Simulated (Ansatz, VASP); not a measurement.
## One calculation of Os, two programs

The input INCAR:

```
SYSTEM = Os
PREC = Accurate
ENCUT = 520
EDIFF = 1E-7
ISMEAR = -1
SIGMA = 0.08
LREAL = .FALSE.
LASPH = .TRUE.
NELM = 80
ALGO = Normal
ISIF = 2
LWAVE = .FALSE.
LCHARG = .TRUE.
GGA = PS
LELF = .TRUE.
LVHAR = .TRUE.
NBANDS = 15
```

File KPOINTS:

```
regular mesh
0
G
  17 17 10
  0 0 0
```

The input POSCAR:

```
Os
1.0
    2.6971481488      0.0000000000      0.0000000000
   -1.3485740745      2.3357988147      0.0000000000
    0.0000000000      0.0000000000      4.2613185190
Os
2
Direct
    0.3333333333      0.6666666667      0.2500000000
    0.6666666667      0.3333333333      0.7500000000
```

Input for Ansatz:

```yaml
crystal:
  lattice:
    - [2.6971481488, 0.0, 0.0]
    - [-1.3485740745, 2.3357988147, 0.0]
    - [0.0, 0.0, 4.261318519]
  atoms:
    - { symbol: Os, position: [0.3333333333, 0.6666666667, 0.25] }
    - { symbol: Os, position: [0.6666666667, 0.3333333333, 0.75] }
kpoints:
  mp_grid: { grid: [17, 17, 10] }
  band_path:
    path:
      - [0.0, 0.0, 0.0]
      - [0.5, 0.0, 0.0]
      - [0.3333333333, 0.3333333333, 0.0]
      - [0.0, 0.0, 0.0]
      - [0.0, 0.0, 0.5]
      - [0.5, 0.0, 0.5]
      - [0.3333333333, 0.3333333333, 0.5]
      - [0.0, 0.0, 0.5]
      - [0.5, 0.0, 0.5]
    npoints: 5
scf:
  occupations: { method: fermi_dirac, width: 0.08 }
hamiltonian:
  xc: pbesol
  pseudopotentials: { kind: all_electron, lapw: { basis_error: 0.001 } }
output:
  forces: true
  stress: true
  eigenvalues: true
```

Change from the starting cell: volume scaled by 0.96.

Alike in both runs: task single point; functional PBEsol; k mesh 17 × 17 × 10; occupations fermi-dirac, width 0.08 eV; no spin polarisation.

|  | VASP | Ansatz |
| --- | --- | --- |
| version | VASP 6.6.1 | Ansatz 0.2.0 |
| potentials or method | VASP PAW PBE potentials, release 64 (Os) | all-electron LAPW, scalar-relativistic |
| plane-wave cutoff (eV) | 520 | see its input |

```tsv
	VASP	Ansatz	Ansatz less VASP
pressure (GPa)	17.2	16.1	-1.05
largest component of the traceless stress (GPa)	0.41	0.46	+0.052
```

Ansatz ran all-electron here, so the differences hold the error of VASP's frozen core and of both bases.

Caveats: so large a pressure means that the cell lies far from this level's equilibrium, or that cutoff or potentials fall short (VASP); the potentials were made for another functional, which shifts forces and pressure (VASP). The runs have no spin-orbit coupling, so splittings on Os are missing.
